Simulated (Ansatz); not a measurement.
CdS (Greenockite) under changes of volume

One of the cells (25.121 Å³/atom); the others are scaled copies at fixed shape and fractional positions:

```xyz
4
Lattice="4.1500 0.0000 0.0000 -2.0750 3.5940 0.0000 0.0000 0.0000 6.7370" Properties=species:S:1:pos:R:3 pbc="T T T"
Cd    2.0750    1.1980    3.3685
Cd    0.0000    2.3960    0.0000
S     2.0750    1.1980    5.8949
S     0.0000    2.3960    2.5264
```

* Program: Ansatz 0.2.0
* Functional: RPBE
* Dispersion: D4
* Potentials or basis: Ansatz PAW
* Cutoff: 420 eV (not typed: the program's choice for these potentials)
* k mesh: 7 × 7 × 4
* Occupations: fermi-dirac, width 0.05 eV
* Spin: no spin polarisation

| volume (Å³/atom) | energy over the lowest point (meV/atom) | pressure (GPa) | gap on the mesh (eV) | largest force (eV/Å) |
| --- | --- | --- | --- | --- |
| 23.614 | 17.13 | 3.9 | 1.52 | 0.088 |
| 24.116 | 7.17 | 2.4 | 1.48 | 0.084 |
| 24.618 | 1.61 | 1.1 | 1.43 | 0.080 |
| 25.121 | 0.00 | -0.1 | 1.38 | 0.076 |
| 25.623 | ? | ? | ? | ? |
| 26.126 | 6.98 | -2.1 | 1.29 | 0.068 |
| 26.628 | 14.86 | -2.9 | 1.24 | 0.065 |

Problem. What does the run at 25.623 Å³/atom give?

Solution. Energy over the lowest point 1.92 meV/atom; pressure -1.1 GPa; gap on the mesh 1.34 eV; largest force 0.072 eV/Å.

Worked out: A Birch-Murnaghan fit of order 3 (a polynomial in V^(-2/3)) to the other rows has its minimum at 25.09 Å³/atom with B0 = V·E''(V) = 56 GPa and B' = 4.6 at fixed shape and positions, which overstates the stiffness. It gives 1.91 meV/atom at 25.623 Å³/atom, against the run's 1.92, and -dE/dV = -1.1 GPa, against -1.1. A straight line through the other rows of the gap, of slope -2.35 eV per unit of ln V (its deformation potential), gives 1.33 eV, against the run's 1.34.

Energies are extrapolated to zero smearing.

Caveats: odd divisions of the mesh miss points on the zone boundary, where band edges often lie, so the gap on the mesh can be too wide; the PAW data sets come from PBE, with cores solved anew for the run's functional, which leaves a small shift of forces and pressure.

Spin-orbit coupling on Cd is left out.
